Six calculations of gallium phosphide are listed below under letters, and the question is how much of their identity can be read from the band gap alone. Each run used the same crystal in the same cell, so differences in volume play no part. The computed band gap is the distance from the highest occupied to the lowest empty level found on the mesh of k-points. Among the candidates are three PBE runs and one each with LDA, PBEsol and r2SCAN.

Kohn-Sham band gaps of GaP (F-43m, 2-atom cell, fixed geometry, no spin polarization, no spin-orbit coupling unless stated), from the highest occupied to the lowest empty level on each k-mesh. The measured reference is 2.25 eV, an indirect optical gap from a Tauc plot of ellipsometry data for a film at 300 K (arXiv:2002.02774). Candidates: ABINIT 10.8.3 (1), Quantum ESPRESSO 7.5 (1), Quantum ESPRESSO 7.5 (2), ABINIT 10.8.3 (3), exciting sodium, ABINIT 10.8.3 (2).

```
row  computed band gap (eV)  computed less measured (eV)
  A                   1.644                        -0.61
  B                   1.470                        -0.78
  C                   1.645                        -0.60
  D                   1.643                        -0.61
  E                   1.494                        -0.76
  F                   1.880                        -0.37
```

Rows A, C and D agree within 2 meV, while every other row lies at least 0.149 eV away. Only PBE has three candidates, so these three must be the PBE runs. A seventh run, made with PBE in the program ABACUS, confirms this with a gap of 1.645 eV. The agreement has a simple reason: once the functional, the crystal and the k-mesh are fixed, all programs solve the same equations at the same points, and sound potentials and basis sets should lead to the same levels.

The same reason prevents any further sorting within the group. The order of A, C and D rests on one or two thousandths of an electronvolt, and no physical argument predicts differences that small. These rows are certain as PBE and ambiguous as to program.

Row F has the largest gap, 0.235 eV above the highest PBE value, and is assigned to r2SCAN. This functional uses the kinetic energy density of the orbitals as well as the density and its gradient. Its potential therefore acts differently on different orbitals, and theory expects this to push filled and empty levels further apart than LDA or a gradient-corrected functional of the PBE type does. The assignment is safe, because the two candidates that remain, LDA and PBEsol, should both lie at or below PBE.

That leaves B and E, only 24 meV apart. LDA knows only the local density, PBE adds a correction for its gradient, and PBEsol adds a weaker version of that correction. If the correction is small, each level shifts in proportion to its strength, and so does the gap:

E(PBEsol) ≈ E(LDA) + w · [E(PBE) − E(LDA)]

Here E is the gap with the functional named, and w is the gradient coefficient of exchange in PBEsol divided by that in PBE, roughly 0.12/0.22 ≈ 0.55. PBEsol should thus lie about halfway between LDA and PBE. On this argument the lowest row, B, would be LDA and E would be PBEsol, but a difference of 24 meV is a weak basis for the choice.

The direct gap offers a firmer one. It is the smallest distance between filled and empty levels at one and the same k-point, which in GaP is Γ, the centre of the Brillouin zone, a point that every mesh here contains. The same runs give a direct gap of 1.719 eV for B and 1.603 eV for E, so the order is reversed. With E taken as LDA and a PBE value of 1.82 eV, the estimate for PBEsol becomes

1.60 + 0.55 × (1.82 − 1.60) = 1.72 eV

which matches B. The LDA and PBE values entered this estimate and the PBEsol value did not. B is therefore assigned to PBEsol and E to LDA, against the first impression. The choice is well supported but less certain than that of F, since it leans on a model tested on a single row.

The rows with their labels:

```
                           program                     functional    how the value is got                          potentials or basis  wave cutoff (eV)    k-mesh  computed band gap (eV)  computed less measured (eV)
          Quantum ESPRESSO 7.5 (1)                         PBEsol  Kohn-Sham, on the mesh          PseudoDojo 0.4.1 SR PBEsol standard               762     5x5x5                   1.470                        -0.78
                   exciting sodium                            LDA  Kohn-Sham, on the mesh  all electron LAPW+lo, shipped species files               n/a     8x8x8                   1.494                        -0.76
          Quantum ESPRESSO 7.5 (2)                            PBE  Kohn-Sham, on the mesh                      SSSP 1.3 efficiency PBE               952     8x8x8                   1.643                        -0.61
                 ABINIT 10.8.3 (1)                            PBE  Kohn-Sham, on the mesh                             SPMS NC PBE v1.0               871     8x8x8                   1.644                        -0.61
                     ABACUS 3.10.1                            PBE  Kohn-Sham, on the mesh          PseudoDojo NC SR 0.4.1 PBE standard              1102     8x8x8                   1.645                        -0.60
                 ABINIT 10.8.3 (2)                            PBE  Kohn-Sham, on the mesh         PseudoDojo NC SR PBE v0.4.1 standard              1088     8x8x8                   1.645                        -0.60
FLEUR MaX-R8.1 (patched build s14)  RPBE with spin-orbit coupling  Kohn-Sham, on the mesh                                 all electron               n/a     5x5x5                   1.859                        -0.39
                 ABINIT 10.8.3 (3)                         r2SCAN  Kohn-Sham, on the mesh                             JTH PAW PBE v2.0               653  10x10x10                   1.880                        -0.37
```

The labels confirm the assignments. They also suggest one possible reason why the computed band gap misled. GaP is an indirect semiconductor: its highest filled level lies at Γ, but its lowest empty level lies in a valley close to the zone boundary point X, a little short of it. The 5x5x5 mesh of the PBEsol run has a point at 0.8 of the way from Γ to X, whereas the 8x8x8 mesh of the LDA run has points at 0.75 and at X itself.

A mesh that steps over the bottom of the valley reports too large a gap, and the coarser mesh may by chance have come closer to the bottom. For the indirect gap the halfway estimate gives 1.576 eV, about 0.1 eV above the computed PBEsol value. The mesh is unlikely to explain all of that, because the LDA and PBE meshes contain X, which is expected to lie only slightly above the bottom of the valley. The halfway rule itself may be less accurate for the indirect gap, and the PBEsol run also used a reduced wave cutoff. None of these causes was tested. Repeating the LDA, PBEsol and PBE runs on one common, finer mesh, with the full cutoff, would help to separate these causes.

The direct gap is also the more sensitive fingerprint of the functional. From LDA to PBE it grows by about 0.22 eV, against 0.15 eV for the indirect gap. Theory offers a reason: the lowest empty state at Γ is largely s-like and reaches close to the nuclei, where the density changes steeply and gradient terms act strongly. The valley near X has more p character and feels them less.

The RPBE row does not follow the rule. RPBE has the same gradient coefficient as PBE for slowly varying densities, so the rule would give both the same gap. The computed direct gap is instead about 0.31 eV larger, a rise greater than the whole step from LDA to PBE. Spin-orbit coupling, which only the RPBE run includes, lowers the gap slightly and so cannot explain the rise. RPBE strengthens its correction faster where the density varies steeply, which is expected to widen the gap, though probably by less than this. The run also differs from the PBE runs in program and basis, and without a PBE run in FLEUR the part owed to the functional cannot be separated. By its construction, the rule suits only functionals that differ mainly in the strength of a weak gradient correction.

Set against the measured gap of 2.25 eV, every row is too low. The PBE runs fall short by about 0.6 eV, some three hundred times the spread among them, so close agreement between programs is no sign of agreement with experiment. The main cause is well established: when an electron is added to a semiconductor, the exact exchange-correlation potential jumps by a constant, and LDA and gradient-corrected functionals leave this jump out of their level differences.

r2SCAN recovers part of it and reduces the shortfall to 0.37 eV, which removes about two fifths of the PBE error. That share is provisional: the run used potentials made for PBE, warned of very low densities and had a 10x10x10 mesh where the PBE runs had 8x8x8. The effect of these differences on the gap was not tested. The measurement was also made at 300 K, where the gap is roughly 0.1 eV smaller than in the cold crystal. Against a motionless lattice, which is what the programs describe, all the errors are larger by at least that amount.

For practical work, changing the program while keeping PBE and the k-mesh leaves the indirect gap of GaP almost unchanged, whereas the rows with other functionals lie roughly 0.15 to 0.24 eV away from PBE. Not every change of functional shows up so clearly: LDA and PBEsol nearly coincide in the indirect gap and separate only in the direct one. The printed analysis that follows lists the direct gaps and the halfway estimate, in which the LDA and PBE rows serve as input and the PBEsol row as the test.

Numerical output:

```
Indirect and direct gaps on the mesh in eV:
                                 row  indirect gap  direct gap  direct less indirect
            Quantum ESPRESSO 7.5 (1)          1.47       1.719                 0.249
                     exciting sodium         1.494       1.603                 0.109
            Quantum ESPRESSO 7.5 (2)         1.643       1.829                 0.186
                   ABINIT 10.8.3 (1)         1.644       1.818                 0.174
                       ABACUS 3.10.1         1.645       1.818                 0.173
                   ABINIT 10.8.3 (2)         1.645       1.818                 0.173
  FLEUR MaX-R8.1 (patched build s14)         1.859       2.135                 0.276
                   ABINIT 10.8.3 (3)          1.88       2.362                 0.482
Number of PBE rows: 4
Mean indirect gap of the PBE rows in eV: 1.644
Spread of the indirect gap among the PBE rows in meV: 2
Spread of the direct gap among the PBE rows in meV: 11
Step from the LDA row up to the lowest PBE row in eV: 0.149
Step from the highest PBE row up to r2SCAN in eV: 0.235
Indirect gap of LDA less PBEsol in meV: 24
Direct gap of PBEsol less LDA in meV: 116
Gradient coefficient of PBEsol as a share of that of PBE: 0.5455
Direct gap of PBEsol from the gradient model in eV: 1.722
Direct gap of PBEsol, model less computed, in meV: 2.773
Indirect gap of PBEsol from the gradient model in eV: 1.576
Indirect gap of PBEsol, model less computed, in meV: 106
Direct gap of RPBE less mean of PBE in eV: 0.3142
Last point before X on the 5x5x5 mesh as a fraction of Gamma-X: 0.8
Last point before X on the 8x8x8 mesh as a fraction of Gamma-X: 0.75
Mean error of the PBE rows against measurement in eV: -0.605
Error of r2SCAN against measurement in eV: -0.37
Share of the PBE error removed by r2SCAN in percent: 38.84
```
